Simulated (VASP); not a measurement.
A run of VASP 6.6.1 is set up as follows.

File INCAR:

```
ALGO = Fast
EDIFF = 1E-6
ENCUT = 520
GGA = PS
ISIF = 2
ISMEAR = 0
LASPH = True
LCHARG = True
LELF = True
LREAL = False
LVHAR = True
LWAVE = False
NBANDS = 8
NELM = 100
PREC = Accurate
SIGMA = 0.15
```

File KPOINTS:

```
k-points
0
Gamma
  18 18 18
```

Contents of POSCAR:

```
Sb
1.0
    0.0000000000      2.4423797972      2.4423797972
    2.4423797972      0.0000000000      2.4423797972
    2.4423797972      2.4423797972      0.0000000000
Sb
1
Direct
    0.0000000000      0.0000000000      0.0000000000
```

Potentials or basis: VASP PAW PBE potentials, release 64 (Sb).

The run is started by

```bash
$ cat potpaw_PBE.64/Sb/POTCAR > POTCAR
$ mpirun -np 1 vasp_std > vasp.out
```

Problem. Predict the pressure.

Solution. -5.7 GPa.

Problem. Predict the band gap on the k mesh.

Solution. None (metal or under the smearing width).

Caveat: the PAW data sets were made with another functional, which shifts forces and pressure a little. Spin-orbit coupling is left out, which matters for the levels of Sb.
